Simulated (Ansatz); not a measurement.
# Cs: settings compared (Ansatz)

Launch command:

```bash
ansatz run input.yaml --threads 1 --pin off --max-ram 2560MiB --backend cpu --events-out ev --progress --plain --runs-dir out
```

Input:

```yaml
crystal:
  lattice:
    - [0.0, 2.818963, 2.818963]
    - [2.818963, 0.0, 2.818963]
    - [2.818963, 2.818963, 0.0]
  atoms:
    - { symbol: Cs, position: [0.0, 0.0, 0.0] }
  symmetry: { tolerance: 0.0003 }
kpoints:
  mp_grid: { grid: [6, 6, 6], shift: [0, 0, 0] }
magnetization:
  spin_polarized: false
scf:
  occupations: { method: gaussian, width: 0.1421 }
hamiltonian:
  pseudopotentials: { kind: paw }
  xc: pbe
basis:
  ecutwfc: 420
output:
  forces: true
  stress: true
  eigenvalues: true
```

Origin of the cell: a known structure type with other elements, at an estimated volume, so it need not be a known compound.

Output of this run (shortened):

```
Pseudopotentials: kind: paw
Pseudopotential: Cs, paw, valence charge 9, recommended cutoff 420 eV (normal), Cs.paw.azcp
Functional definition: PBE
  exchange = pbe_x(kappa = kappa, mu = beta*pi^2/3)
  correlation = pbe_c(beta = beta)
Crystal: 1 atoms, lattice volume = 44.802 Å³
Basis set: ecut = 420 eV, 893 PW (Γ), exchange–correlation on 54×54×54 points (8 copies of the dense FFT grid, shifted against one another)
Bands: 9, of which v1, the nominal top of the filled ones, is band 5 counted from 1 (4 counted from 0)
Symmetry: 48 space group operations
Space group: Fm-3m (ITA 225), of the structure as read, at distance tolerance 1.1e-3 Å
k-points: 16 of 216
Initial density: superposition of atomic densities (neutral atoms: chi_scale 0, normalization atom), corrected by the library's trained network
Functional: x = pbe(κ = 0.804, μ = 0.219515), c = pbe(β = 0.066725)
SCF iter   1: F=—  HF=-5669.927525 eV  Δρ=1.91e-3  dr2=2.57e-3
SCF iter   2: F=—  HF=-5669.928166 eV  Δρ=8.50e-4  dr2=6.24e-4
SCF iter   3: F=—  HF=-5669.928212 eV  Δρ=3.30e-4  dr2=8.52e-5
SCF iter   4: F=—  HF=-5669.928248 eV  Δρ=9.49e-5  dr2=6.62e-6
SCF iter   5: F=—  HF=-5669.928246 eV  Δρ=2.84e-5  dr2=6.44e-7
SCF iter   6: F=-5669.928245 eV  HF=-5669.928245 eV  Δρ=3.65e-6  dr2=1.03e-8
SCF 1 converged in 6 iterations: F = -5669.928245 eV  dr2 = 1.03e-8
SCF converged after 6 iterations
Free energy (F): -5669.928245 eV
Harris-Foulkes:  -5669.928245 eV  (|F-HF|=5.68e-9)
Internal energy: -5669.911027 eV  (E = F + TS)
E sigma→0 (E₀):  -5669.919636 eV
Entropy (-TS):   -0.017218 eV (-17.218 meV/atom)
Fermi energy:    8.766321 eV
--- Per-component energies (eV) ---
  E_band       = -33.540799
  E_kinetic    = 144.566102
  E_local      = -197.733588  (includes V_loc(G=0)·N_el)
  E_nonlocal   = 30.789948
  E_hartree    = 68.667684
  E_xc         = -175.000039
  E_vxc        = -127.549110  (∫ρ·V_xc dr)
  E_paw        = -5066.944156  (= ΣΔE_a)
  E_vpaw       = -20.948012  (= ΣTr[D̂ρ^β])
  E_aug_tail   = -0.000001  (compensation charges beyond the density's cutoff)
  E_ewald      = -474.256975
  E_smearing   = -0.017218  (= −TS)
  Σ components = -5669.928245   (vs F -5669.928245, Δ=0.00e0)
--- Forces (eV/Å), atoms counted from 1 ---
  atom   1  Cs     0.000000     0.000000    -0.000000
  max |Σ_I F_I| component: 0.0 eV/Å
--- Stress (GPa, compression-positive) ---
        6.698420       0.000000       0.000000
       -0.000000       6.698420      -0.000000
        0.000000      -0.000000       6.698420
  P = ⅓ Tr σ = 6.6984 GPa (66.984 kbar)
```

The same input was run again with these changes:

1. `scf.algorithm` default → direct_min
2. `crystal.symmetry` { tolerance: 0.0003 } → { detect: false }
3. `hamiltonian.xc` pbe → r2scan
4. `crystal.symmetry` { tolerance: 0.0003 } → { detect: false }; `scf.convergence.dr2_threshold` default → 1.0e-11; `kpoints.mp_grid.grid` [6, 6, 6] → [3, 3, 3]

```json
{"run": "base", "end": "converged", "SCF iterations": "6", "P (GPa)": "6.70", "max force component (eV/Å)": "0.000", "moment (μB)": "–", "ΔE(σ→0) (meV/atom)": "0"}
{"run": "1", "end": "converged", "SCF iterations": "4", "P (GPa)": "6.70", "max force component (eV/Å)": "0.000", "moment (μB)": "–", "ΔE(σ→0) (meV/atom)": "0.00"}
{"run": "2", "end": "converged", "SCF iterations": "6", "P (GPa)": "6.70", "max force component (eV/Å)": "0.000", "moment (μB)": "–", "ΔE(σ→0) (meV/atom)": "0.00"}
{"run": "3", "end": "converged", "SCF iterations": "7", "P (GPa)": "6.13", "max force component (eV/Å)": "0.000", "moment (μB)": "–", "ΔE(σ→0) (meV/atom)": "–"}
{"run": "4", "end": "converged", "SCF iterations": "9", "P (GPa)": "6.28", "max force component (eV/Å)": "0.000", "moment (μB)": "–", "ΔE(σ→0) (meV/atom)": "-134.59"}
```

Energies are compared only where functional, datasets, charge and starting cell are the same.

Not properties of the system: run 4 (too coarse or loose: `kpoints.mp_grid.grid` = [3, 3, 3]).

Caveats of the base run: no moments, though an odd count or open d shells may carry them; the k mesh is coarse if the cell is a metal.

Run 3: the cutoff lies below the datasets' advice.

The base run took 0.52 s on 1 thread of Arm Neoverse V2 (shared host), peak memory 0.26 GiB, from the program's own first density.
